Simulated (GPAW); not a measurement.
Input of a GPAW 26.7.0 run:

Contents of run.py:

```python
from ase.calculators.mixing import SumCalculator
from ase.eos import EquationOfState
from ase.io import Trajectory, read
from ase.units import GPa
from dftd4.ase import DFTD4
from gpaw import GPAW, PW, setup_paths

setup_paths.insert(0, '.')

atoms = read('SnTe.xyz')

traj = Trajectory('eos.traj', 'w')
volumes, energies = [], []
for x in [0.94, 0.96, 0.98, 1.0, 1.02, 1.04, 1.06]:
    a = atoms.copy()
    a.set_cell(atoms.cell * x**(1 / 3), scale_atoms=True)
    calc = GPAW(mode=PW(600),
                xc='GGA_X_B88+GGA_C_P86',
                kpts={'size': (6, 6, 6), 'gamma': True},
                occupations={'name': 'fermi-dirac', 'width': 0.05},
                nbands=19,
                convergence={'density': 1e-05, 'energy': 1e-05},
                maxiter=150,
                txt=f'eos-{x:.2f}.txt')
    a.calc = SumCalculator([calc, DFTD4(method='bp')])
    energies.append(a.get_potential_energy())
    volumes.append(a.get_volume())
    p = -a.get_stress()[:3].mean() / GPa
    calc.write(f'eos-{x:.2f}.gpw')
    traj.write(a)
    print(f'{x:.2f} {volumes[-1]:10.4f} A^3 {energies[-1]:14.6f} eV {p:9.3f} GPa', flush=True)

v0, e0, B = EquationOfState(volumes, energies, eos='birchmurnaghan').fit()
print(f'V0 = {v0:.4f} A^3, E0 = {e0:.6f} eV, B0 = {B / GPa:.2f} GPa')
```

File SnTe.xyz:

```xyz
2
Lattice="0.0000000000 3.1508500000 3.1508500000 3.1508500000 0.0000000000 3.1508500000 3.1508500000 3.1508500000 0.0000000000" Properties=species:S:1:pos:R:3 pbc="T T T"
Te     3.1508500000      3.1508500000      3.1508500000
Sn     0.0000000000      0.0000000000      0.0000000000
```

Potentials or basis: PAW data sets generated in the run's folder for this functional, pw.

The run is started by

```bash
$ gpaw-setup -f GGA_X_B88+GGA_C_P86 Sn Te
$ OMP_NUM_THREADS=1 python run.py
```

**Question.** What does it give for the pressure derivative of the bulk modulus?

**Answer.** 5.6 (rough: it moves with the points fitted).

**Question.** Predict the bulk modulus.

**Answer.** 49 GPa.

**Question.** What does it give for the equilibrium volume?

**Answer.** 30.50 Å³/atom.

Energy against volume, from the lowest point:
```
volume (Å³/atom)  energy (meV/atom)
          29.404               6.43
          30.030               1.10
          30.656               0.00
          31.281               2.80
          31.907               8.99
          32.532              18.13
          33.158              29.65
```

Spin-orbit coupling is left out, which matters for the levels of Te.
